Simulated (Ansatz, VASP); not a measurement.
# One calculation of Fe3Ge, two programs

The input INCAR:

```
PREC = Accurate ; ENCUT = 520
EDIFF = 1E-6 ; ISMEAR = -1
SIGMA = 0.03 ; LREAL = F
LASPH = T ; NELM = 80
ALGO = Normal ; ISIF = 2
LWAVE = F ; LCHARG = T
GGA = PS ; LELF = T
LVHAR = T ; NBANDS = 27
```

KPOINTS

```
Automatic mesh
0
Gamma
  9 9 9
```

File POSCAR:

```
Fe3Ge
1.0
    3.2808368810      0.0000000000      0.0000000000
    0.0000000000      3.2808368810      0.0000000000
    0.0000000000      0.0000000000      3.2808368810
Fe Ge
3 1
Direct
    0.0000000000      0.5000000000      0.5000000000
    0.5000000000      0.5000000000      0.0000000000
    0.5000000000      0.0000000000      0.5000000000
    0.0000000000      0.0000000000      0.0000000000
```

Input for Ansatz:

```yaml
crystal:
  lattice:
    - [3.280836881, 0.0, 0.0]
    - [0.0, 3.280836881, 0.0]
    - [0.0, 0.0, 3.280836881]
  atoms:
    - { symbol: Fe, position: [0.0, 0.5, 0.5] }
    - { symbol: Fe, position: [0.5, 0.5, 0.0] }
    - { symbol: Fe, position: [0.5, 0.0, 0.5] }
    - { symbol: Ge, position: [0.0, 0.0, 0.0] }
kpoints:
  mp_grid: { grid: [9, 9, 9] }
scf:
  occupations: { method: fermi_dirac, width: 0.03 }
  lower_state_search: "off"
hamiltonian:
  xc: pbesol
  pseudopotentials: { kind: paw }
output:
  forces: true
  stress: true
  eigenvalues: true
```

Change from the starting cell: volume scaled by 0.72, no spin polarisation, PAW files.

Alike in both runs: task single point; functional PBEsol; k mesh 9 × 9 × 9; occupations fermi-dirac, width 0.03 eV; no spin polarisation.

```csv
,VASP,Ansatz
version,VASP 6.6.1,Ansatz 0.2.0
potentials or method,"VASP PAW PBE potentials, release 64 (Fe, Ge_d)","PAW with Ansatz's default frozen-core files, scalar-relativistic"
plane-wave cutoff (eV),520,420
valence electrons in the cell,38,62
```

Ansatz gave:

```
pressure (GPa) : 82.6
```

Task: Which values does VASP return?

Result: Pressure (GPa): 84.0.

The two sets of potentials don't hold the same shells in valence.

Caveats: the cell as given lies far from equilibrium; so large a pressure means that the cell lies far from this level's equilibrium, or that cutoff or potentials fall short (VASP); the potentials were made for another functional, which shifts forces and pressure (VASP). Spin polarisation is off, so any magnetic state and its effect on volume and gap are missing.
